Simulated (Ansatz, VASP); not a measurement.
# Mg3B: VASP beside Ansatz

```xyz
4
Lattice="3.9369 0.0000 0.0000 0.0000 3.9369 0.0000 0.0000 0.0000 3.9369" Properties=species:S:1:pos:R:3 pbc="T T T"
Mg    0.0000    1.9684    1.9684
Mg    1.9684    0.0000    1.9684
Mg    1.9684    1.9684    0.0000
B     0.0000    0.0000    0.0000
```

Alike in both runs: task relaxation of cell and atoms; functional PBE; k mesh 4 × 4 × 4; occupations gaussian, width 0.1 eV; no spin polarisation.

```csv
,VASP,Ansatz
version,VASP 6.6.1,Ansatz 0.2.0
potentials or method,"VASP PAW PBE potentials, release 64 (Mg, B)","scalar-relativistic, plane waves, PAW"
plane-wave cutoff (eV),600,420
valence electrons in the cell,9,33
```

VASP gave:

```
gap on the k mesh at the Fermi level, each at its own relaxed structure (eV) : none
relaxed volume (Å³/atom)                                                     : 16.54
relaxed cell length with the largest relative difference (Å)                 : 4.044
energy change over the relaxation (meV/atom)                                 : -20
```

**Question.** What did Ansatz give for the same quantities?

**Answer.** gap on the k mesh at the Fermi level, each at its own relaxed structure (eV): none; relaxed volume (Å³/atom): 16.58; relaxed cell length with the largest relative difference (Å): 4.047; energy change over the relaxation (meV/atom): -21.

A gap of «none» marks a metal or a gap that the smearing closes. The two sets of potentials don't hold the same shells in valence.

Caveats: the k mesh is coarse (spacing up to 0.40 Å⁻¹), so the values aren't converged; the bands computed are all filled at some k points, so no gap is given.
